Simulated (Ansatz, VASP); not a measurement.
# Cross-check of AlSi31H (Al-H pair in Si) between VASP and Ansatz

One calculation is typed for both programs; each brings its own data sets. How far apart do they land? The cell is taken from a series of runs on this material, whose earlier steps may have relaxed, scaled, displaced or heated it; both programs get it as it stands.

Program: Ansatz 0.2.0. Level of theory: plane waves, with VASP 6.6.1 beside it; single point at HSE06. Results are calculated unless marked as measured.

In doubt: a hybrid run on one k-point (step 3), which bears on gaps, levels and energies.

## 1. Starting point

The cell holds 33 atoms: 31 Si, 1 Al and 1 H. Its edges and angles: a = 9.474 Å, b = 9.474 Å, c = 9.474 Å, α = 109.5°, β = 109.5°, γ = 109.5°. It derives from Si (Si (Fd-3m)). Nearest the centre at fractional (0.441, 0.500, 0.500): Al32 at 0.92 Å, H33 at 1.12 Å, Si22 at 2.10 Å, Si26 at 2.73 Å, Si25 at 2.73 Å, Si31 at 2.73 Å, Si7 at 3.38 Å, Si8 at 3.54 Å.

## 2. VASP: single point, HSE06

With cell and atoms fixed, the geometry can't cause a difference; cores, projectors, grids and the points listed under the comparison can.

Lines of VASP's logs that name or quote its potential files are left out, and so is its time.

The run reads the wave functions of an earlier VASP run, which isn't shown here.

The input, INCAR:

```
SYSTEM = AlSi31H
PREC = Accurate
ENCUT = 400
EDIFF = 1E-06
NELM = 100
ISMEAR = -1
SIGMA = 0.01
LREAL = Auto
ALGO = Normal
LHFCALC = .TRUE.
AEXX = 0.25
GGA = PE
HFSCREEN = 0.208
LASPH = .TRUE.
NBANDS = 87
PRECFOCK = Fast
LORBIT = 11
LWAVE = .FALSE.
LCHARG = .FALSE.
ISIF = 2
```

The input, POSCAR:

```
AlSi31H
1.0
   -5.4697832414      5.4697832414      5.4697832414
    5.4697832414     -5.4697832414      5.4697832414
    5.4697832414      5.4697832414     -5.4697832414
Si Al H
31 1 1
Direct
    0.0013925085      0.0023306897      0.5037504982
    0.9854613529      0.2404147615      0.2449814018
    0.0047926076      0.5002186336      0.9990535258
    0.0009343016      0.7508326548      0.7555174091
    0.2525779435      0.9970697570      0.2491665255
    0.2525188017      0.2529365483      0.0046546385
    0.2578179919      0.5002424150      0.7512862116
    0.2457470049      0.7595964097      0.5047656917
    0.4988939551      0.9978051796      0.0013773557
    0.4999200399      0.2452134729      0.7557798809
    0.4994800857      0.7473589739      0.2516669944
    0.7559095965      0.0037631576      0.7524897850
    0.7506045205      0.2492635565      0.5049172549
    0.7580244745      0.5002695162      0.2442401174
    0.7550812237      0.7550615768      0.0108480917
    0.0063752735      0.0015553265      0.2571549327
    0.0015278842      0.2528449267      0.0040432793
    0.0056545600      0.5002142847      0.7497185502
    0.9953507263      0.7527526959      0.5040471449
    0.2516133478      0.0008685342      0.9998845272
    0.2503193957      0.2485522199      0.7533583477
    0.2170565586      0.4998255277      0.4915131890
    0.2487726090      0.7477569853      0.2513880368
    0.5050932773      0.9989151722      0.7558273417
    0.4977912158      0.2374214115      0.5054995311
    0.5104528631      0.5002841065      0.2428833523
    0.5021848778      0.7518698364      0.0049912659
    0.7509062560      0.9990705883      0.4990397689
    0.7421585654      0.2474935159      0.2512871372
    0.7548481684      0.5000374844      0.9947019657
    0.7601847916      0.7632408375      0.7683244804
    0.5406121618      0.5002928805      0.5060707514
    0.3180118814      0.4981264719      0.4338675979
```

The input, KPOINTS:

```
Automatic mesh
0
Gamma
1 1 1
0 0 0
```

The projector-augmented-wave data sets are Si, Al and H (PBE family, release 64).

Launch:

```console
> export OMP_NUM_THREADS=3
> mpirun -np 1 vasp_gam
```

Numbers of over 12 decimals in the logs are rounded to 6 here.

Log:

```text
[banner, memory and clock lines left out]
running    1 mpi-ranks, on    1 nodes
[...]
Offloading initialized ...    1 GPUs detected
[...]
LDA part: xc-table for (Slater+PW92), standard interpolation
 found WAVECAR, reading the header
 POSCAR, INCAR and KPOINTS ok, starting setup
[...]
reading WAVECAR
 the WAVECAR file was read successfully
 initial charge from wavefunction
 entering main loop
       N       E                     dE             d eps       ncg     rms          rms(c)
DAV:   1    -0.197070627770E+03   -0.19707E+03   -0.62182E+00   174   0.749E+00    0.152E+01
DAV:   2    -0.197119629735E+03   -0.49002E-01   -0.16208E-01   244   0.119E+00    0.116E+01
DAV:   3    -0.197113266389E+03    0.63633E-02   -0.45942E-03   205   0.167E-01    0.692E+00
DAV:   4    -0.197110280710E+03    0.29857E-02   -0.88677E-04   189   0.806E-02    0.403E+00
[...]
DAV:   9    -0.197108712728E+03    0.98990E-05   -0.45328E-06   173   0.571E-03    0.241E-01
DAV:  10    -0.197108710790E+03    0.19374E-05   -0.14958E-06   108   0.343E-03    0.139E-01
DAV:  11    -0.197108711041E+03   -0.25111E-06   -0.75477E-07   101   0.249E-03
   1 F= -.19710871E+03 E0= -.19710871E+03  d E =-.156264E-10
```

OUTCAR, selected parts (step 2):

```text
  Total        5.3355130      1.8271810      5.2343589     -1.8105352      1.7578407     -3.1945764
  in kB       13.0591955      4.4722061     12.8116109     -4.4314640      4.3024888     -7.8190415
  external PRESSURE =      10.1143375 kB  Pullay stress =       0.0000000 kB

 POSITION                                       TOTAL-FORCE (eV/Angst)
 -----------------------------------------------------------------------------------
      2.76054      2.75027     -2.73504         0.011142     -0.004864     -0.030041
     -2.73525      5.41524      5.36528         0.063418     -0.086847     -0.118335
      8.17448      2.75473     -2.70230         0.005657      0.006449     -0.004357
      8.23430      0.03074     -0.02051        -0.076744     -0.039920     -0.011392
      5.43510     -2.70932      5.47242        -0.006225      0.012464     -0.015805
      0.02774      0.02317      2.73927        -0.014603     -0.021536      0.009178
      5.43538      2.78336      0.03705        -0.024137      0.003844      0.020318
      5.57160     -0.04969      2.73805         0.113456     -0.083411     -0.062845
      2.73647     -2.72140      8.17909         0.029506     -0.004612     -0.009880
      2.74076      5.52714     -0.05823        -0.009689      0.002833     -0.014207
      2.73241      0.02072      5.44338        -0.010441     -0.021164      0.013730
      0.00188      8.23003      0.03929         0.013018      0.013680      0.005887
      0.01956      5.50401      2.70727         0.011759     -0.040754      0.077994
     -0.07392      2.74580      5.54665         0.037824      0.097166     -0.037939
[...]
-----------------------------------------------------------------------------------
    total drift:                               -0.000365     -0.013668      0.002428

  FREE ENERGIE OF THE ION-ELECTRON SYSTEM (eV)
  ---------------------------------------------------
  free  energy   TOTEN  =      -197.1087110413 eV

  energy  without entropy=     -197.1087110413  energy(sigma->0) =     -197.10871104

[... 3 further parts left out ...]
[key lines of the parts left out:]
E-fermi :   5.5644
```

The run ends at a pressure of 1.01 GPa, with forces up to 7.7 eV/Å.

(Part 1 of 2 ends here.)

[Lines on the potential files, build, host, timing and source positions are cut from VASP's logs without a mark.]

[Logs are printed without paths, hosts, clocks, repeated set-up lines and the standing remarks that a program may print on its own settings, such as how far it seeks lower states.]

[Hosts, paths, dates, database ids (printed as entryN), source tags and the programs' standing remarks are cut or masked in the printed files.]
